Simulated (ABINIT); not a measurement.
Wanted: the native input for an ABINIT 10.8.3 (patched build) run.

| Quantity | Value |
| --- | --- |
| Task | band structure |
| Functional | LDA |
| Potentials or basis | JTH PAW LDA v2.0 |
| Cutoff | 544 eV |
| k mesh | 9 × 9 × 5 |
| Occupations | fermi-dirac, width 0.05 eV |
| Spin | no spin polarisation |
| Fine-grid cutoff | 1088.46 eV |

The system is TaS2.

```
Ta S
1.0
     3.35000    0.00000    0.00000
    -1.67500    2.90119    0.00000
     0.00000    0.00000    5.86000
Ta S
1 2
Direct
  0.00000 0.00000 0.00000
  0.66667 0.33333 0.75000
  0.33333 0.66667 0.25000
```

The input as run:

run.abi

```
# Datasets: ground state, then fixed potential
ndtset 2

# Pseudopotentials
pp_dirpath "./"
pseudos "Ta.LDA_PW-JTH.xml, S.LDA_PW-JTH.xml"

# Structure
acell 3.35 3.35 5.86 Angstrom
rprim
     1.0000000000     0.0000000000     0.0000000000
    -0.5000000000     0.8660254038     0.0000000000
     0.0000000000     0.0000000000     1.0000000000
ntypat 2
znucl 73 16
natom 3
typat 1 2 2
xred
     0.0000000000     0.0000000000     0.0000000000
     0.6666666667     0.3333333333     0.7500000000
     0.3333333333     0.6666666667     0.2500000000

# Plane-wave basis
ecut 20.0
pawecutdg 40.0

# Exchange and correlation
ixc 7

# Bands and occupations
occopt 3
tsmear 0.05 eV

# SCF cycle
nstep 100

# Output
iomode 3
prtwf 0
prteig 0
prtebands 0
enunit 2
prtden1 1

# Dataset 1
kptopt1 1
ngkpt1 9 9 5
nshiftk1 1
shiftk1 0.0 0.0 0.0
nband1 17
tolvrs1 1.0e-9

# Dataset 2: bands along G-M-K-G-A-L-H-A
iscf2 -2
getden2 1
nband2 21
nbdbuf2 2
tolwfr2 1.0e-12
kptopt2 -7
ndivsm2 8
prteig2 1
kptbounds2
     0.0000000000     0.0000000000     0.0000000000
     0.5000000000     0.0000000000     0.0000000000
     0.3333333333     0.3333333333     0.0000000000
     0.0000000000     0.0000000000     0.0000000000
     0.0000000000     0.0000000000     0.5000000000
     0.5000000000     0.0000000000     0.5000000000
     0.3333333333     0.3333333333     0.5000000000
     0.0000000000     0.0000000000     0.5000000000
```

Potentials or basis: JTH PAW LDA v2.0.

Run with:

```bash
$ abinit run.abi > log 2>&1
```

It gave:

| Property | Result |
| --- | --- |
| Pressure | 1.2 GPa |
| Largest force | 0.759 eV/Å |
| Band gap on the k mesh | none (metal or under the smearing width) |
| Valence electrons inside the program's atomic spheres | Ta 10.67; S 3.62 |

Caveat: spin-orbit coupling is left out, which moves the levels of the heavy elements.

It took 120 s on 1 thread of Arm Neoverse V2, with other jobs on the host, peak memory 0.14 GiB.
